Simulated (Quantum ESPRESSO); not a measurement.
# TePb (Fm-3m) in Quantum ESPRESSO: a series of runs, part 2 of 2

Quantum ESPRESSO 7.5.

## (3) Energy-loss spectrum, LDA

File pw.in:

```
&CONTROL
  calculation = 'scf'
  prefix = 'pwscf'
  outdir = './tmp'
  pseudo_dir = './pseudo'
  tprnfor = .true.
  tstress = .true.
  disk_io = 'low'
/
&SYSTEM
  ibrav = 0
  nat = 2
  ntyp = 2
  ecutwfc = 72
  nbnd = 22
  occupations = 'smearing'
  smearing = 'fd'
  degauss = 0.00367493
/
&ELECTRONS
  conv_thr = 4d-10
  electron_maxstep = 120
  mixing_beta = 0.2
  startingwfc = 'atomic'
/
ATOMIC_SPECIES
Pb   207.2000 Pb.upf
Te   127.6000 Te.upf
CELL_PARAMETERS angstrom
   0.0000000000    3.2310000000    3.2310000000
   3.2310000000    0.0000000000    3.2310000000
   3.2310000000    3.2310000000    0.0000000000
ATOMIC_POSITIONS crystal
Pb     0.0000000000    0.0000000000    0.0000000000
Te     0.5000000000    0.5000000000    0.5000000000
K_POINTS automatic
4 4 4 1 1 1
```

File gamma.in:

```
&CONTROL
  calculation = 'bands'
  prefix = 'pwscf'
  outdir = './tmp'
  pseudo_dir = './pseudo'
  disk_io = 'low'
  verbosity = 'high'
/
&SYSTEM
  ibrav = 0
  nat = 2
  ntyp = 2
  ecutwfc = 72
  nbnd = 22
  occupations = 'smearing'
  smearing = 'fd'
  degauss = 0.00367493
/
&ELECTRONS
  conv_thr = 1d-08
  electron_maxstep = 120
  mixing_beta = 0.2
  startingwfc = 'random'
  diago_full_acc = .true.
/
ATOMIC_SPECIES
Pb   207.2000 Pb.upf
Te   127.6000 Te.upf
CELL_PARAMETERS angstrom
   0.0000000000    3.2310000000    3.2310000000
   3.2310000000    0.0000000000    3.2310000000
   3.2310000000    3.2310000000    0.0000000000
ATOMIC_POSITIONS crystal
Pb     0.0000000000    0.0000000000    0.0000000000
Te     0.5000000000    0.5000000000    0.5000000000
K_POINTS crystal
1
0.0 0.0 0.0 1
```

File scf2.in:

```
&CONTROL
  calculation = 'scf'
  prefix = 'pwscf'
  outdir = './tmp'
  pseudo_dir = './pseudo'
  tprnfor = .true.
  tstress = .true.
  disk_io = 'low'
/
&SYSTEM
  ibrav = 0
  nat = 2
  ntyp = 2
  ecutwfc = 72
  nbnd = 22
  occupations = 'fixed'
/
&ELECTRONS
  conv_thr = 1d-11
  electron_maxstep = 120
  mixing_beta = 0.2
  startingpot = 'file'
/
ATOMIC_SPECIES
Pb   207.2000 Pb.upf
Te   127.6000 Te.upf
CELL_PARAMETERS angstrom
   0.0000000000    3.2310000000    3.2310000000
   3.2310000000    0.0000000000    3.2310000000
   3.2310000000    3.2310000000    0.0000000000
ATOMIC_POSITIONS crystal
Pb     0.0000000000    0.0000000000    0.0000000000
Te     0.5000000000    0.5000000000    0.5000000000
K_POINTS automatic
4 4 4 1 1 1
```

File eels.in:

```
&LR_INPUT
  prefix = 'pwscf'
  outdir = './tmp'
  restart_step = 5000
  restart = .false.
/
&LR_CONTROL
  calculator = 'lanczos'
  approximation = 'TDDFT'
  q1 = 0
  q2 = 0
  q3 = 0.03636152522
  itermax = 400
/
```

File spectrum.in:

```
&LR_INPUT
  prefix = 'pwscf'
  outdir = './tmp'
  eels = .true.
  itermax0 = 400
  itermax = 20000
  extrapolation = 'osc'
  epsil = 0.03
  units = 1
  start = 0
  end = 40
  increment = 0.2
/
```

File spectrum_short.in:

```
&LR_INPUT
  prefix = 'pwscf'
  outdir = './tmp'
  eels = .true.
  itermax0 = 266
  itermax = 20000
  extrapolation = 'osc'
  epsil = 0.03
  units = 1
  start = 0
  end = 40
  increment = 0.2
/
```

Potentials or basis: PseudoDojo 0.4.1 SR LDA standard.

Launch:

```console
$ OMP_NUM_THREADS=1 pw.x -in pw.in > pw.out
$ OMP_NUM_THREADS=1 pw.x -in gamma.in > gamma.out
$ OMP_NUM_THREADS=1 pw.x -in scf2.in > scf2.out
$ OMP_NUM_THREADS=1 turbo_eels.x -in eels.in > eels.out
$ OMP_NUM_THREADS=1 turbo_spectrum.x -in spectrum.in > spectrum.out
$ OMP_NUM_THREADS=1 turbo_spectrum.x -in spectrum_short.in > spectrum_short.out
```

pw.out:

```text
This program is part of the open-source Quantum ESPRESSO suite
     for quantum simulation of materials; please cite
[... 9 lines left out ...]
     --------------------
     sticks:   dense  smooth     PW     G-vecs:    dense   smooth      PW
     Sum        1483    1483    433                37461    37461    5817

     Using Slab Decomposition

     bravais-lattice index     =            0
     lattice parameter (alat)  =       8.6348  a.u.
     unit-cell volume          =     455.2369 (a.u.)^3
     number of atoms/cell      =            2
     number of atomic types    =            2
     number of electrons       =        30.00
     number of Kohn-Sham states=           22
     kinetic-energy cutoff     =      72.0000  Ry
     charge density cutoff     =     288.0000  Ry
     scf convergence threshold =      4.0E-10
     mixing beta               =       0.2000
     number of iterations used =            8  plain     mixing
     Exchange-correlation= SLA  PW   NOGX NOGC
                           (   1   4   0   0   0   0   0)

     celldm(1)=   8.634771  celldm(2)=   0.000000  celldm(3)=   0.000000
     celldm(4)=   0.000000  celldm(5)=   0.000000  celldm(6)=   0.000000

     crystal axes: (cart. coord. in units of alat)
               a(1) = (   0.000000   0.707107   0.707107 )
               a(2) = (   0.707107   0.000000   0.707107 )
               a(3) = (   0.707107   0.707107   0.000000 )

     reciprocal axes: (cart. coord. in units 2 pi/alat)
               b(1) = ( -0.707107  0.707107  0.707107 )
               b(2) = (  0.707107 -0.707107  0.707107 )
               b(3) = (  0.707107  0.707107 -0.707107 )

     PseudoPot. # 1 for Pb read from file:
     Pb.upf
     Pseudo is Norm-conserving + core correction, Zval = 14.0
     Generated using ONCVPSP code by D. R. Hamann
     Using radial grid of 1638 points,  6 beta functions with:
                l(1) =   0
                l(2) =   0
                l(3) =   1
                l(4) =   1
                l(5) =   2
                l(6) =   2

     PseudoPot. # 2 for Te read from file:
     Te.upf
     Pseudo is Norm-conserving + core correction, Zval = 16.0
     Generated using ONCVPSP code by D. R. Hamann
     Using radial grid of 1278 points,  6 beta functions with:
[... 25 lines left out ...]
        k(    5) = (   0.4419417   0.0883883   0.0883883), wk =   0.1875000
        k(    6) = (  -0.0883883  -0.4419417   0.6187184), wk =   0.3750000
        k(    7) = (   0.0883883  -0.2651650   0.4419417), wk =   0.3750000
        k(    8) = (  -0.6187184   0.0883883   0.0883883), wk =   0.1875000
        k(    9) = (   0.2651650   0.2651650   0.2651650), wk =   0.0625000
        k(   10) = (  -0.2651650  -0.2651650   0.7954951), wk =   0.1875000

     Dense  grid:    37461 G-vectors     FFT dimensions: (  48,  48,  48)

     Initial potential from superposition of free atoms

     starting charge      29.9982, renormalised to      30.0000
     Starting wfcs are   18 atomic +    4 random wfcs

     Self-consistent Calculation

     iteration #  1     ecut=    72.00 Ry     beta= 0.20
     Davidson diagonalization with overlap
     ethr =  1.00E-02,  avg # of iterations =  5.1

     Threshold (ethr) on eigenvalues was too large:
     Diagonalizing with lowered threshold

     Davidson diagonalization with overlap
     ethr =  1.03E-04,  avg # of iterations =  5.0

     total energy              =    -349.84121048 Ry
     estimated scf accuracy    <       0.03013831 Ry
[... 64 lines left out ...]
     iteration # 11     ecut=    72.00 Ry     beta= 0.20
     Davidson diagonalization with overlap
     ethr =  2.94E-12,  avg # of iterations =  2.0

     End of self-consistent calculation

          k = 0.0884 0.0884 0.0884 (  4717 PWs)   bands (ev):

   -27.3843 -27.3843 -27.3785 -27.3785 -27.3785  -7.9151  -7.9151  -7.9007
    -7.8989  -7.8989  -3.2508   2.5231   7.4107   7.4107   7.5953  11.9329
    12.1253  12.1253  14.3674  14.8471  14.8471  17.1094

          k = 0.2652 0.2652-0.0884 (  4705 PWs)   bands (ev):

   -27.3842 -27.3842 -27.3784 -27.3782 -27.3782  -7.9251  -7.9234  -7.8988
    -7.8916  -7.8886  -2.5892   1.1595   6.4815   7.9493   8.5341   9.8918
    10.2518  12.4416  14.7802  15.5796  17.4498  18.1373

          k =-0.2652-0.2652 0.4419 (  4695 PWs)   bands (ev):
[... 19 lines left out ...]
   -27.3844 -27.3840 -27.3784 -27.3780 -27.3777  -7.9584  -7.9147  -7.8995
    -7.8865  -7.8768  -1.6488   0.5958   4.9172   5.5461   7.7068  10.9201
    13.1983  14.0362  14.4764  16.4793  19.2616  19.7373

          k = 0.0884-0.2652 0.4419 (  4694 PWs)   bands (ev):

   -27.3843 -27.3841 -27.3784 -27.3781 -27.3779  -7.9423  -7.9193  -7.8986
    -7.8873  -7.8831  -2.0608   0.6481   5.8897   6.5649   7.9900  10.3453
    11.7303  12.9245  14.5161  17.3638  17.7186  18.8744

          k =-0.6187 0.0884 0.0884 (  4703 PWs)   bands (ev):

   -27.3845 -27.3839 -27.3787 -27.3777 -27.3777  -7.9711  -7.9083  -7.9054
    -7.8776  -7.8764  -1.7624   1.0644   4.5518   6.0799   6.1512  12.3352
    13.4484  13.5630  14.6710  18.6976  19.1850  19.6625

          k = 0.2652 0.2652 0.2652 (  4699 PWs)   bands (ev):
[... 7 lines left out ...]
   -27.3843 -27.3840 -27.3782 -27.3780 -27.3779  -7.9456  -7.9211  -7.8948
    -7.8880  -7.8823  -1.7539   0.3500   5.2795   7.0282   7.3266  11.0898
    11.1970  13.5270  15.4081  16.4972  17.0828  19.4343

     the Fermi energy is     9.1863 ev

!    total energy              =    -349.83983188 Ry
     estimated scf accuracy    <          8.7E-11 Ry
     smearing contrib. (-TS)   =      -0.00000004 Ry
     internal energy E=F+TS    =    -349.83983183 Ry

     The total energy is F=E-TS. E is the sum of the following terms:
     one-electron contribution =    -133.91988880 Ry
     hartree contribution      =      81.75995438 Ry
     xc contribution           =     -87.99420639 Ry
     ewald contribution        =    -209.68569103 Ry

     convergence has been achieved in  11 iterations

     Forces acting on atoms (cartesian axes, Ry/au):

     atom    1 type  1   force =     0.00000000   -0.00000000   -0.00000000
     atom    2 type  2   force =    -0.00000000    0.00000000    0.00000000

     Total force =     0.000000     Total SCF correction =     0.000000

     Computing stress (Cartesian axis) and pressure

          total   stress  (Ry/bohr**3)                   (kbar)     P=      -17.06
  -0.00011597   0.00000000   0.00000000          -17.06        0.00        0.00
   0.00000000  -0.00011597   0.00000000            0.00      -17.06        0.00
   0.00000000   0.00000000  -0.00011597            0.00        0.00      -17.06

=------------------------------------------------------------------------------=
   JOB DONE.
=------------------------------------------------------------------------------=
```

gamma.out:

```text
This program is part of the open-source Quantum ESPRESSO suite
     for quantum simulation of materials; please cite
         "P. Giannozzi et al., J. Phys.:Condens. Matter 21 395502 (2009);
         "P. Giannozzi et al., J. Phys.:Condens. Matter 29 465901 (2017);
         "P. Giannozzi et al., J. Chem. Phys. 152 154105 (2020);
[... 587 lines left out ...]
   -27.3844 -27.3844 -27.3786 -27.3786 -27.3786  -7.9132  -7.9132  -7.9011
    -7.9011  -7.9011  -3.3841   2.9409   7.3706   7.3706   7.3706  12.7115
    12.7115  12.7115  14.5477  14.5477  14.5477  16.1085

=------------------------------------------------------------------------------=
   JOB DONE.
=------------------------------------------------------------------------------=
```

scf2.out:

```text
This program is part of the open-source Quantum ESPRESSO suite
     for quantum simulation of materials; please cite
[... 9 lines left out ...]
     --------------------
     sticks:   dense  smooth     PW     G-vecs:    dense   smooth      PW
     Sum        1483    1483    433                37461    37461    5817
[... 200 lines left out ...]
  -0.00011581   0.00000000   0.00000000          -17.04        0.00        0.00
   0.00000000  -0.00011581   0.00000000            0.00      -17.04        0.00
   0.00000000   0.00000000  -0.00011581            0.00        0.00      -17.04

=------------------------------------------------------------------------------=
   JOB DONE.
=------------------------------------------------------------------------------=
```

Run time: 19 min. Hardware: 1 thread of Arm Neoverse V1, shared host; peak memory 0.73 GiB.

What came out:

* Free energy: -4759.8134 eV
* Pressure: -1.7 GPa
* Peak of the energy-loss function: 13.4 eV

Levels at points of the mesh, in eV from the valence-band top:
```
           k point  band 11  band 12  band 13  band 14  band 15  band 16  band 17  band 18  band 19  band 20
(0.12, 0.12, 0.12)   -11.78    -6.01    -1.12    -1.12    -0.94     3.40     3.59     3.59     5.83     6.31
```

Energy-loss function at q = [0.0, 0.0, 0.05] (Å⁻¹, cartesian):
| energy (eV) | loss |
| --- | --- |
| 0.0 | 0.000 |
| 1.8 | 0.010 |
| 3.4 | 0.029 |
| 5.2 | 0.195 |
| 7.0 | 0.284 |
| 8.6 | 0.395 |
| 10.4 | 0.722 |
| 12.2 | 1.704 |
| 13.8 | 2.159 |
| 15.6 | 1.044 |
| 17.4 | 0.645 |
| 19.0 | 0.592 |
| 20.8 | 0.611 |
| 22.4 | 0.525 |
| 24.2 | 0.359 |
| 26.0 | 0.245 |
| 27.6 | 0.187 |
| 29.4 | 0.148 |
| 31.2 | 0.122 |
| 32.8 | 0.111 |
| 34.6 | 0.114 |
| 36.4 | 0.140 |
| 38.0 | 0.182 |
| 39.8 | 0.229 |

Caveat: the Lanczos chain is short for so many electrons, so humps in the spectrum may be artefacts. The run has no spin-orbit coupling, so splittings on Pb, Te are missing.

## (4) Against experiment

Step 2. Measured high-frequency dielectric constant of TePb: 32.8 (300 K; a printed reference work, monograph). This calculation gives 29.19 (-11.0 %). 2 values of this kind are on record (32.8 to 36.9); this one was drawn at random.
